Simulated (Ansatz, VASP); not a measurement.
Two plane-wave programs on Pb2O

```xyz
3
Lattice="5.2948 0.0000 0.0000 -2.6474 4.5854 0.0000 0.0000 0.0000 2.9594" Properties=species:S:1:pos:R:3 pbc="T T T"
Pb    0.0000    3.0570    1.4797
Pb    2.6474    1.5285    1.4797
O     0.0000    0.0000    0.0000
```

Change from the starting cell: species swapped into the GdGa2 type (P6/mmm, No. 191).

Alike in both runs: functional PBE; k mesh 6 × 6 × 4; occupations gaussian, width 0.1 eV; no spin polarisation.

Ansatz relaxed the structure, and its values are those at the end. VASP's run is a single point on that final structure, the one shown.

```csv
,VASP,Ansatz
version,VASP 6.6.1,Ansatz 0.2.0
potentials or method,"VASP PAW PBE potentials, release 64 (Pb_d, O)","scalar-relativistic, plane waves, PAW"
plane-wave cutoff (eV),520,420
valence electrons in the cell,34,34
```

VASP gave:

```
gap on the k mesh at the Fermi level (eV) : none
pressure (GPa)                            : -0.1
```

Q: Estimate Ansatz's values.

A: gap on the k mesh at the Fermi level (eV): none; pressure (GPa): 0.0.

A gap of «none» marks a metal or a gap that the smearing closes.

Caveats: the k mesh is coarse (spacing up to 0.53 Å⁻¹), so the values aren't converged. The runs have no spin-orbit coupling, so splittings on Pb are missing.
